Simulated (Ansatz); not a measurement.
Input for Ansatz (plane-wave DFT, PAW):

```yaml
crystal:
  lattice:
    - [4.0533413749, 0.0, 0.0]
    - [-2.0266706875, 3.5102966009, 0.0]
    - [0.0, 0.0, 17.3717666433]
  atoms:
    - { symbol: Te, position: [0.3333333333, 0.6666666667, 0.4317350189] }
    - { symbol: Te, position: [0.6666666667, 0.3333333333, 0.5682649811] }
basis:
  ecutwfc: 420
kpoints:
  mp_grid: { grid: [9, 9, 1] }
hamiltonian:
  xc: pbe
  dispersion: d3bj
scf:
  occupations: { method: gaussian, width: 0.1 }
output:
  forces: true
  stress: true
  eigenvalues: true
efield:
  axis: 3
  dipole_correction: true
  ramp_width: 0.04
```

Run as
```bash
ansatz run input.yaml --threads 2 --pin off --max-ram 5632MiB --backend cpu --events-out ev --progress --plain --runs-dir out
```

All numbers below come from DFT PBE+D3(BJ), scalar-relativistic, plane waves, PAW (Ansatz 0.2.0).

Part of what the program printed, abridged:

```
Pseudopotentials: kind: paw
Pseudopotential: Te, paw, valence charge 16, recommended cutoff 420 eV (normal)
Functional definition: PBE
Crystal: 2 atoms, lattice volume = 247.173 Å³
Basis set: ecut = 420 eV, 4835 PW (Γ), exchange–correlation on 60×60×240 points (8 copies of the dense FFT grid, shifted against one another)
Bands: 20, of which v1, the nominal top of the filled ones, is band 16 counted from 1 (15 counted from 0)
Symmetry: 6 space group operations
k-points: 12 of 81 (time reversal used)
Initial density: superposition of atomic densities (neutral atoms: chi_scale 0, normalization atom), corrected by the library's trained network
Initial wavefunctions: pseudopotential atomic-orbital guess
Functional: x = pbe(κ = 0.804, μ = 0.21951497), c = pbe(β = 0.06672455)
SCF iter   1: F=—  HF=-13958.908458 eV  |F-HF|=—  |Δ(HF+E_count)|=         —  Δρ=1.19e-3  dr2=3.56e-3  ethr=1.77e-3  p=0.000 e·Å  D=5.31e-14 V/Å  ΔV_dip= 0.00 eV  dr2_dipole=9.90e-8  V_vac-E_F(+/−)=4.70/4.70 eV  ⟨swp⟩=8.0  Hψ=1274  notcnv=0
efield: sawtooth ramp at fractional position 0.9800 (placed from the atoms, in the widest stretch of the axis that holds none; the zero of the levels goes with the place), width 0.0400; the density the first Hamiltonian is built on has a dipole p = 0.000 e·Å; the dipole correction subtracts the counter field D = 5.31e-14 V/Å, which shifts the + side's vacuum level by  0.00 eV against the − side's; the planar-averaged density in the ramp window peaks in size at 1.6e-5 e/Å³
SCF iter   2: F=—  HF=-13958.911639 eV  |F-HF|=—  |Δ(HF+E_count)|=   3.18e-3  Δρ=4.67e-4  dr2=9.68e-4  ethr=1.11e-5  p=0.000 e·Å  D=6.22e-5 V/Å  ΔV_dip= 0.00 eV  dr2_dipole=9.20e-8  V_vac-E_F(+/−)=4.61/4.61 eV  ⟨swp⟩=2.4  Hψ=581  notcnv=0
SCF iter   3: F=—  HF=-13958.911584 eV  |F-HF|=—  |Δ(HF+E_count)|=   5.53e-5  Δρ=3.61e-4  dr2=4.03e-4  ethr=3.02e-6  p=0.000 e·Å  D=1.84e-5 V/Å  ΔV_dip= 0.00 eV  dr2_dipole=1.01e-10  V_vac-E_F(+/−)=4.60/4.60 eV  ⟨swp⟩=2.0  Hψ=450  notcnv=0
SCF iter   4: F=—  HF=-13958.911490 eV  |F-HF|=—  |Δ(HF+E_count)|=   9.34e-5  Δρ=4.85e-5  dr2=9.07e-6  ethr=1.26e-6  p=0.000 e·Å  D=8.55e-6 V/Å  ΔV_dip= 0.00 eV  dr2_dipole=8.62e-11  V_vac-E_F(+/−)=4.59/4.59 eV  ⟨swp⟩=2.0  Hψ=431  notcnv=0
SCF iter   5: F=—  HF=-13958.911497 eV  |F-HF|=—  |Δ(HF+E_count)|=   6.83e-6  Δρ=1.58e-5  dr2=9.32e-7  ethr=2.83e-8  p=0.000 e·Å  D=2.92e-6 V/Å  ΔV_dip= 0.00 eV  dr2_dipole=1.64e-13  V_vac-E_F(+/−)=4.59/4.59 eV  ⟨swp⟩=2.0  Hψ=430  notcnv=0
SCF iter   6: F=-13958.911498 eV  HF=-13958.911498 eV  |F-HF|=5.34e-8  |Δ(HF+E_count)|=   4.57e-7  Δρ=4.08e-6  dr2=4.83e-8  ethr=3.13e-10  p=0.000 e·Å  D=7.19e-7 V/Å  ΔV_dip= 0.00 eV  dr2_dipole=2.49e-12  V_vac-E_F(+/−)=4.59/4.59 eV  ⟨swp⟩=6.7  Hψ=1317  notcnv=0
SCF 1 converged in 6 iterations: F = -13958.911498 eV  dr2 = 4.83e-8
SCF converged after 6 iterations
Free energy (F): -13958.911498 eV
Harris-Foulkes:  -13958.911498 eV  (|F-HF|=5.34e-8)
Internal energy: -13958.901039 eV  (E = F + TS)
E sigma→0 (E₀):  -13958.906268 eV
Entropy (-TS):   -0.010459 eV (-5.229 meV/atom)
Fermi energy:    -1.012955 eV
Dipole field:    D = -0.000001 V/Å  (p = -0.000002 e·Å, saw-weighted, corrected)
Work function:   Φ+ = 4.5874 eV   Φ− = 4.5873 eV
Levels:          The Fermi level and band energies are counted from a zero that moves with the ramp; work functions are not
--- Per-component energies (eV) ---
  E_band       = -832.670090
  E_kinetic    = 354.511293
  E_local      = -13088.662869  (includes V_loc(G=0)·N_el)
  E_nonlocal   = -621.288046
  E_hartree    = 6742.175494
  E_xc         = -244.258200
  E_vxc        = -202.316298  (∫ρ·V_xc dr)
  E_paw        = -9324.086216  (= ΣΔE_a)
  E_vpaw       = -759.244287  (= ΣTr[D̂ρ^β])
  E_aug_tail   = -0.000370  (compensation charges beyond the density's cutoff)
  E_efield     = 0.000000  (sawtooth field / dipole correction)
  E_vefield    = 0.000000  (∫n·V_field dr)
  E_ewald      = 2223.179201
  E_disp       = -0.471325  (pairwise vdW)
  E_smearing   = -0.010459  (= −TS)
--- Forces (eV/Å), atoms counted from 1 ---
  atom   1  Te     0.00000000     0.00000000     1.57341893
  atom   2  Te     0.00000000     0.00000000    -1.57341898
--- Stress (GPa, compression-positive) ---
       -2.367171       0.000000       0.000000
        0.000000      -2.367171       0.000000
        0.000000       0.000000      -2.423208
  P = ⅓ Tr σ = -2.3858 GPa (-23.858 kbar)
--- Band table (eV; the first three rows of 12) ---
  k-point 0: bands = ["-38.1385", "-38.1320", "-38.1201", "-38.1201", "-38.1035", "-38.1035", "-38.0538", "-38.0538", "-38.0525", "-38.0525", "-13.0380", "-11.1014", "-3.9557", "-1.3193", "-1.3193", "-0.8679", "-0.1179", "-0.1179", "2.9807", "3.2944"]
  k-point 1: bands = ["-38.1383", "-38.1320", "-38.1204", "-38.1197", "-38.1038", "-38.1032", "-38.0541", "-38.0539", "-38.0522", "-38.0518", "-12.9407", "-11.0678", "-3.8875", "-2.2160", "-1.5197", "-0.6559", "-0.3277", "-0.1064", "3.1646", "3.4249"]
  k-point 2: bands = ["-38.1377", "-38.1323", "-38.1210", "-38.1186", "-38.1045", "-38.1024", "-38.0547", "-38.0538", "-38.0519", "-38.0504", "-12.6636", "-10.9987", "-3.7615", "-3.3829", "-1.9195", "-1.4648", "-0.1861", "-0.1680", "3.5777", "3.6473"]
```

The calculation finished and met its thresholds.

It took 3.2 s on 2 threads of Intel(R) Xeon(R) Platinum 8259CL CPU @ 2.50GHz (Skylake/Cascade Lake), on a shared host, peak memory 0.41 GiB.

Spin-orbit coupling is left out, which matters for the bands of heavy elements.
